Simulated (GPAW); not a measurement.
This GPAW 26.7.0 run on GaN needs a look.

Contents of run.py:

```python
import json
import numpy as np
import spglib
from ase.calculators.mixing import SumCalculator
from ase.constraints import FixSymmetry
from ase.filters import FrechetCellFilter
from ase.io import read, write
from ase.optimize import BFGS
from ase.stress import full_3x3_to_voigt_6_stress, voigt_6_to_full_3x3_strain
from dftd4.ase import DFTD4
from gpaw import GPAW, PW
from gpaw.berryphase import polarization_phase

atoms = read('GaN.xyz')

calc = GPAW(mode=PW(680),
            xc='PBE',
            kpts={'size': (5, 5, 3), 'gamma': True},
            occupations={'name': 'gaussian', 'width': 0.01},
            nbands=18,
            convergence={'density': 1e-06, 'eigenstates': 1e-09},
            maxiter=80,
            txt='gpaw.txt')
atoms.calc = SumCalculator([calc, DFTD4(method='pbe')])
atoms.set_constraint(FixSymmetry(atoms))
BFGS(FrechetCellFilter(atoms), trajectory='relax.traj', logfile='-').run(fmax=0.005, steps=40)
atoms.set_constraint()
energy = atoms.get_potential_energy()
forces = atoms.get_forces()
stress = atoms.get_stress()
calc.write('gs.gpw')
write('result.traj', atoms)
print('Cell:', atoms.cell.cellpar().round(4))
print(atoms.get_scaled_positions().round(5))

cell = atoms.cell[:].T
dataset = spglib.get_symmetry((atoms.cell[:], atoms.get_scaled_positions(), atoms.numbers), symprec=1e-4)
rotations = [cell @ w @ np.linalg.inv(cell) for w in dataset['rotations']]

def phase(a, name):
    c = GPAW(mode=PW(680),
             xc='PBE',
             kpts={'size': (5, 5, 3), 'gamma': True},
             occupations={'name': 'gaussian', 'width': 0.01},
             nbands=18,
             convergence={'density': 1e-06, 'eigenstates': 1e-09},
             maxiter=80,
             symmetry='off',
             txt=name + '.txt')
    b = a.copy()
    b.calc = c
    b.get_potential_energy()
    c.write('berry.gpw', 'all')
    return polarization_phase(gpw_wfs='berry.gpw')['phase_c']

strains, rows = [], {'clamped': [], 'relaxed': []}
for v in [0, 2, 3]:
    phases = {'clamped': [], 'relaxed': []}
    for e in (-0.005, 0.005):
        voigt = np.zeros(6)
        voigt[v] = e
        F = voigt_6_to_full_3x3_strain(voigt)
        a = atoms.copy()
        a.set_cell(atoms.cell[:] @ F, scale_atoms=True)
        phases['clamped'].append(phase(a, f'clamped-{v}{e:+.3f}'))
        c = GPAW(mode=PW(680),
                 xc='PBE',
                 kpts={'size': (5, 5, 3), 'gamma': True},
                 occupations={'name': 'gaussian', 'width': 0.01},
                 nbands=18,
                 convergence={'density': 1e-06, 'eigenstates': 1e-09},
                 maxiter=80,
                 txt=f'relax-{v}{e:+.3f}.txt')
        a.calc = SumCalculator([c, DFTD4(method='pbe')])
        BFGS(a, logfile=None).run(fmax=0.002, steps=30)
        phases['relaxed'].append(phase(a, f'relaxed-{v}{e:+.3f}'))
    for key, (lo, hi) in phases.items():
        dphi = (hi - lo + np.pi) % (2 * np.pi) - np.pi
        dP = dphi @ atoms.cell[:] / (2 * np.pi * atoms.get_volume()) * 16.021766  # C/m^2
        print(v, key, (dP / (2 * 0.005)).round(4), flush=True)
        rows[key] += [R @ dP for R in rotations]
    strains += [full_3x3_to_voigt_6_stress(R @ (2 * (F - np.eye(3))) @ R.T) * [1, 1, 1, 2, 2, 2] for R in rotations]

result = {key: np.linalg.lstsq(np.array(strains), np.array(P), rcond=None)[0].T for key, P in rows.items()}
for key, e_iv in result.items():
    print(f'Piezoelectric tensor, {key} ions (C/m^2):')
    print(e_iv.round(3))
json.dump({key: e_iv.tolist() for key, e_iv in result.items()}, open('piezo.json', 'w'))
```

Contents of GaN.xyz:

```xyz
4
Lattice="3.1800000000 0.0000000000 0.0000000000 -1.5900000000 2.7539607840 0.0000000000 0.0000000000 0.0000000000 5.1660000000" Properties=species:S:1:pos:R:3 pbc="T T T"
Ga     1.5900000002      0.9179869279      2.5830000000
Ga    -0.0000000002      1.8359738561      0.0000000000
N      1.5900000002      0.9179869279      4.5202500000
N     -0.0000000002      1.8359738561      1.9372500000
```

Potentials or basis: GPAW PAW data sets (gpaw-data 1.2.1), pw.

The run is started by

```bash
$ OMP_NUM_THREADS=1 python run.py
```

gpaw.txt:

```text
__  _  _
 | _ |_)|_||  |
 |__||  | ||/\| - 26.7.0

Input parameters:
  mode=PW(ecut=680.0),
  convergence={'density': 1e-06, 'eigenstates': 1e-09},
  kpts=MonkhorstPack(size=(5, 5, 3), gamma=True),
  maxiter=80,
  nbands=18,
  occupations=Occupations(name='gaussian', width=0.01),
  xc=XC(name='PBE')
```

On the terminal:

```text
Traceback (most recent call last):
  File "run.py", line 26, in <module>
[... 21 lines left out ...]
  File "occupations.py", line 842, in create_occ_calc
ValueError: Unknown occupation number object name: gaussian
```

Question: Diagnose the run.

Answer: The input was rejected before any iteration. The input holds a flaw that was put in on purpose: smearing name that the code doesn't know (occupations = name gaussian, width 0.01).
